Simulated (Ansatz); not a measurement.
Theory: DFT PBE, scalar-relativistic, plane waves, PAW (Ansatz 0.2.0). Settings: cutoff 420 eV, Γ-centred meshes spaced at most about 0.3 Å⁻¹, and about 0.25 Å⁻¹ or finer for metals (2π included), Gaussian smearing. No spin polarisation.

These are static total energies at zero pressure.

Two forms of Mg₃Te₂ were relaxed alike.

A.

Space group P4mm (No. 99). a = 4.856 Å, b = 4.856 Å, c = 6.929 Å, α = 90.00°, β = 90.00°, γ = 90.00°
| atom | site | symmetry | x | y | z |
| --- | --- | --- | --- | --- | --- |
| Mg | 2c | 2mm. | 0.5000 | 0.0000 | 0.9936 |
| Mg | 1a | 4mm | 0.0000 | 0.0000 | 0.3184 |
| Te | 1a | 4mm | 0.0000 | 0.0000 | 0.7471 |
| Te | 1b | 4mm | 0.5000 | 0.5000 | 0.2173 |

B.

Space group P-3m1 (No. 164). a = 5.135 Å, b = 5.135 Å, c = 6.188 Å, α = 90.00°, β = 90.00°, γ = 120.00°
| atom | site | symmetry | x | y | z |
| --- | --- | --- | --- | --- | --- |
| Mg | 1a | -3m. | 0.0000 | 0.0000 | 0.0000 |
| Mg | 2d | 3m. | 0.3333 | 0.6667 | 0.7221 |
| Te | 2d | 3m. | 0.3333 | 0.6667 | 0.2391 |

Question: Which is lower in energy, and by how much?

Answer: A is lower, by 15 meV/atom. A has space group P4mm (No. 99), 32.7 Å³/atom and no gap on its mesh; B has space group P-3m1 (No. 164), 28.3 Å³/atom and no gap. Counting Te atoms around Mg (those within 1.25 times the shortest such distance or 1.15 times the sum of covalent radii, 1.27 where that leaves under three; a plus sign parts nearer from farther groups; the shortest distance is added where it exceeds 1.18 times the sum of covalent radii; a slash parts the counts of unlike sites), A has Mg 4/1+4 and B has Mg 5/6 from 3.3 Å. The lower one is the more open, so pressure narrows the difference. Both come from invented guesses.

The k mesh leaves some 4 meV/atom of noise in the energy of each metallic cell. Spin–orbit coupling, which can matter for Te, is left out. Cells relaxed within their symmetry can be saddle points.
